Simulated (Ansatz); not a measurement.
Input of an Ansatz 0.2.0 run:

The input input.yaml:

```yaml
crystal:
  lattice:
    - [3.249308, 0.0, 0.0]
    - [-1.624654, 2.8139832727, 0.0]
    - [0.0, 0.0, 5.205709]
  atoms:
    - { symbol: Zn, position: [0.6666666667, 0.3333333333, 0.0] }
    - { symbol: Zn, position: [0.3333333333, 0.6666666667, 0.5] }
    - { symbol: O, position: [0.3333333333, 0.6666666667, 0.87901] }
    - { symbol: O, position: [0.6666666667, 0.3333333333, 0.37901] }
kpoints:
  mp_grid: { grid: [9, 9, 5] }
  band_path:
    path:
      - [0.0, 0.0, 0.0]
      - [0.5, 0.0, 0.0]
      - [0.3333333333, 0.3333333333, 0.0]
      - [0.0, 0.0, 0.0]
      - [0.0, 0.0, 0.5]
      - [0.5, 0.0, 0.5]
      - [0.3333333333, 0.3333333333, 0.5]
      - [0.0, 0.0, 0.5]
    npoints: 8
scf:
  occupations: { method: fermi_dirac, width: 0.05 }
hamiltonian:
  xc: pbesol
  pseudopotentials:
    kind: all_electron
    lapw: { basis_error: 0.002 }
    dirac_shells: { Zn: ["2p"] }
output:
  forces: true
  stress: true
  eigenvalues: true
```

Potentials or basis: all-electron LAPW, inner shells corrected to Dirac's equation.

Command:

```console
$ ansatz run input.yaml --threads 2 --pin off --max-ram 8192MiB --backend cpu --events-out ev --progress --plain --runs-dir out
```

What does it give for the band gap along the path?

0.72 eV, direct.

What does it give for the largest force?

0.062 eV/Å.

Predict the pressure.

-1.5 GPa.

Estimate the band gap on the k mesh.

0.72 eV, direct.

Forces in eV/Å, atoms in the order of the input:
```
Zn   0.000  0.000 -0.062
Zn   0.000  0.000 -0.062
O    0.000  0.000  0.062
O    0.000  0.000  0.062
```

**The experiment to reproduce.**

“Electronic structure of alkaline earth and post-transition metal oxides”, 2009, arxiv:0908.1581 quotes, for a bulk crystal of ZnO: band gap 3.37 eV.

A measured gap of ZnO is 3.37 eV (quoted in “Electronic structure of alkaline earth and post-transition metal oxides”, 2009, arxiv:0908.1581); the calculated 0.72 eV misses it by -2.65 eV. So large a miss can be the level of theory's own, or it may mean another phase, state or a wrong row. The value is that of PBEsol, without temperature or zero-point motion. Semilocal functionals fall short of measured gaps as a rule.
